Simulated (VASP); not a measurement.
Set up this calculation in VASP 6.6.1, as the native input.

| Item | Value |
| --- | --- |
| Task | single point |
| Functional | PBEsol |
| Potentials or basis | VASP PAW PBE potentials, release 64 (Se, Be) |
| Cutoff | 520 eV |
| k mesh | 9 × 9 × 9 |
| Occupations | fermi-dirac, width 0.05 eV |
| Spin | no spin polarisation |
| Ladder | free |
| Further INCAR settings | ALGO = Normal; EDIFF = 1e-07; NBANDS = 11 |

The structure of BeSe lies in POSCAR:

```
BeSe
1.0
    0.0000000000      2.5350000000      2.5350000000
    2.5350000000      0.0000000000      2.5350000000
    2.5350000000      2.5350000000      0.0000000000
Se Be
1 1
Direct
    0.7500000000      0.7500000000      0.7500000000
    0.0000000000      0.0000000000      0.0000000000
```

The input as run:

INCAR

```
  PREC = Accurate
  ENCUT = 520
  EDIFF = 1E-7
  ISMEAR = -1
  SIGMA = 0.05
  LREAL = False
  LASPH = True
  NELM = 60
  ALGO = Normal
  ISIF = 2
  LWAVE = False
  LCHARG = False
  GGA = PS
  NBANDS = 11
```

KPOINTS

```
regular mesh
0
Gamma
  9 9 9
```

Potentials or basis: VASP PAW PBE potentials, release 64 (Se, Be).

Launch:

```console
$ cat potpaw_PBE.64/Se/POTCAR potpaw_PBE.64/Be/POTCAR > POTCAR
$ mpirun -np 1 vasp_std > vasp.out
```

Results of the run:

```
Pressure               : 3.3 GPa
Band gap on the k mesh : 2.46 eV, indirect (least direct gap 4.55 eV)
```

Caveat: the PAW data sets were made with another functional, which shifts forces and pressure a little; an odd mesh through Γ misses points on the zone boundary, where band edges often lie.

Run time: 14 s on 1 thread of AMD EPYC 7R13 Processor (Zen 3), with other jobs on the host, peak memory 0.13 GiB.
